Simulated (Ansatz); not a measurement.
## BeO: carrier doping

The reference is BeO in the wurtzite structure (space group P6_3mc, No. 186; a = 2.712 Å, c = 4.405 Å).

Carriers are added at fixed cell with a uniform background; the Fermi–Dirac width is that of 300 K.

Method: plane-wave PAW DFT at the PBE level (Ansatz, a first-principles code, 420 eV), spin-orbit coupling left out.

Notes on the quantities. Fermi level from band edge: Fermi level relative to the doped band's edge (positive inside the band; to 0.05 eV).

```csv
case,gap between the host's bands,Fermi level from band edge
undoped,7.45 eV,–
electrons 1.5×10^21 cm⁻³,7.41 eV,+0.70 eV
electrons 5.0×10^21 cm⁻³,7.33 eV,+1.25 eV
electrons 7.0×10^21 cm⁻³,7.29 eV,+1.45 eV
electrons 1.0×10^22 cm⁻³,7.24 eV,+1.55 eV
holes 1.5×10^21 cm⁻³,7.49 eV,+0.10 eV
holes 5.0×10^21 cm⁻³,7.59 eV,+0.25 eV
holes 7.0×10^21 cm⁻³,7.65 eV,+0.30 eV
holes 1.0×10^22 cm⁻³,7.73 eV,+0.40 eV
```

Charged cell with a jellium background: band edges are those of the host's band count, energies are not comparable with the neutral cell, and many-body gap narrowing is missing. Stability against distortions was not tested.
